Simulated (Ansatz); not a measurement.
Crystal: CO2.

```
CELL_PARAMETERS angstrom
-1.97473 1.97473 3.01406
1.97473 -1.97473 3.01406
1.97473 1.97473 -3.01406
ATOMIC_POSITIONS crystal
O 0.87500 0.95980 0.58480
O 0.37500 0.29020 0.41520
O 0.04020 0.62500 0.91520
O 0.70980 0.12500 0.08480
C 0.00000 0.00000 0.00000
C 0.75000 0.25000 0.50000
```

The cell comes from a database or a generator and needn't be the stable form of this composition.

```yaml
Program: Ansatz 0.2.0
Task: relaxation of cell and atoms
Functional: revPBE
Dispersion: D4
Potentials_or_basis: Ansatz PAW
Cutoff: "420 eV (not typed: the program's choice for these potentials)"
k_mesh: 9 × 9 × 9
Occupations: fermi-dirac, width 0.05 eV
Spin: no spin polarisation
```

At the start: volume 7.84 Å³/atom.

**Question.** How do energy, volume and symmetry change on relaxing?

**Answer.** It ends after 8 steps and the volume is 7.67 Å³/atom (-2.1 %); space group I-42d (No. 122, to 0.05 Å).

The path:
| step | energy change (eV) | largest force (eV/Å) | volume (Å³) |
| --- | --- | --- | --- |
| 1 | 0.0000 | 0.1644 | 47.01 |
| 2 | -0.0156 | 0.0847 | 46.27 |
| 3 | -0.0181 | 0.0209 | 46.04 |
| 4 | -0.0181 | 0.0052 | 46.06 |
| 5 | -0.0180 | 0.0006 | 46.07 |
| 6 | -0.0125 | 0.0009 | 46.07 |
| 7 | -0.0129 | 0.0004 | 46.01 |
| 8 | -0.0125 | 0.0003 | 46.01 |

Final structure:
```
CELL_PARAMETERS angstrom
-1.95980 1.95980 2.99475
1.95980 -1.95980 2.99475
1.95980 1.95980 -2.99475
ATOMIC_POSITIONS crystal
O 0.87500 0.95478 0.57978
O 0.37500 0.29522 0.42022
O 0.04522 0.62500 0.92022
O 0.70478 0.12500 0.07978
C 0.00000 0.00000 0.00000
C 0.75000 0.25000 0.50000
```

Caveat: the plane-wave basis is chosen anew once the cell has moved, so the energies of steps on either side of that aren't comparable; the pressure holds a Pulay correction of +1.0 GPa for the finite cutoff; the PAW data sets come from PBE, with cores solved anew for the run's functional, which leaves a small shift of forces and pressure.
